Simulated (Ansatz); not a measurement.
The system is Y.

```xyz
2
Lattice="3.6474 0.0000 0.0000 -1.8237 3.1587 0.0000 0.0000 0.0000 5.7306" Properties=species:S:1:pos:R:3 pbc="T T T"
Y     1.8237    1.0529    4.2980
Y     0.0000    2.1058    1.4326
```

Base run:

| Quantity | Value |
| --- | --- |
| Program | Ansatz 0.2.0 |
| Functional | PBEsol |
| Potentials or basis | all-electron LAPW, scalar-relativistic |
| Cutoff | 133 eV (chosen from the basis error) |
| Basis error allowed | 0.001 eV/atom |
| k mesh | 8 × 8 × 5 |
| Occupations | fermi-dirac, width 0.05 eV |
| Spin | no spin polarisation |

Its results: pressure -2.0 GPa.

The run is repeated on the same cell with these changes: functional from PBEsol to PBE. What comes out?

Pressure -0.1 GPa.

PBE binds less tightly than PBEsol, so the same cell stands under more pressure.
